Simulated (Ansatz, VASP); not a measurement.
**Two plane-wave programs on C**

POSCAR

```
C
1.0
    1.6668978873      0.0000000000      0.0000000000
   -0.8334489436      1.4435759159      0.0000000000
    0.0000000000      0.0000000000     13.3533373829
C
4
Direct
    0.0000000000      0.0000000000      0.0000000000
    1.0000000000      1.0000000000      0.5000000000
    0.3333333333      0.6666666667      0.2500000000
    0.6666666667      0.3333333333      0.7500000000
```

Contents of INCAR.step1:

```
PREC = Accurate
ENCUT = 520
ISMEAR = -1
SIGMA = 0.1
LREAL = False
LASPH = True
NELM = 80
NBANDS = 16
GGA = PE
ALGO = Normal
EDIFF = 1E-4
LWAVE = True
LCHARG = False
```

The input INCAR.step2:

```
PREC = Accurate
ENCUT = 520
EDIFF = 1E-7
ISMEAR = -1
SIGMA = 0.1
LREAL = False
LASPH = True
NELM = 80
ALGO = Normal
ISIF = 2
LWAVE = False
LCHARG = True
METAGGA = R2SCAN
LMIXTAU = True
LELF = True
LVHAR = True
NBANDS = 16
ISTART = 1
```

Contents of KPOINTS:

```
Automatic mesh
0
Gamma
  23 23 3
```

Input for Ansatz:

```yaml
crystal:
  lattice:
    - [1.6668978873, 0.0, 0.0]
    - [-0.8334489436, 1.4435759159, 0.0]
    - [0.0, 0.0, 13.3533373829]
  atoms:
    - { symbol: C, position: [0.0, 0.0, 0.0] }
    - { symbol: C, position: [1.0, 1.0, 0.5] }
    - { symbol: C, position: [0.3333333333, 0.6666666667, 0.25] }
    - { symbol: C, position: [0.6666666667, 0.3333333333, 0.75] }
hamiltonian:
  xc: r2scan
  pseudopotentials:
    kind: paw
    azcp:
      C: "pseudopotentials/C.paw.azcp"
basis:
  ecutwfc: 500
  fft_grid_basis: typed
kpoints:
  mp_grid: { grid: [23, 23, 3], shift: [0, 0, 0] }
magnetization:
  spin_polarized: false
scf:
  occupations: { method: fermi_dirac, width: 0.1 }
  lower_state_search: "off"
output:
  stress: true
```

Alike in both runs: task single point; functional r2SCAN; k mesh 23 × 23 × 3; occupations fermi-dirac, width 0.1 eV; no spin polarisation.

```csv
,VASP,Ansatz
version,VASP 6.6.1,Ansatz 0.2.0
potentials or method,"VASP PAW PBE potentials, release 64 (C)","plane waves (500 eV) with PAW, scalar-relativistic"
plane-wave cutoff (eV),520,500
valence electrons in the cell,16,16
```

```tsv
	VASP	Ansatz	Ansatz less VASP
pressure (GPa)	14.4	14.2	-0.16
largest component of the traceless stress (GPa)	14.79	14.51	-0.275
```

With one functional, cell and mesh, what is left measures potentials, basis and numerics.

Caveats: the PAW data sets were made with another functional, which shifts forces and pressure a little (VASP).
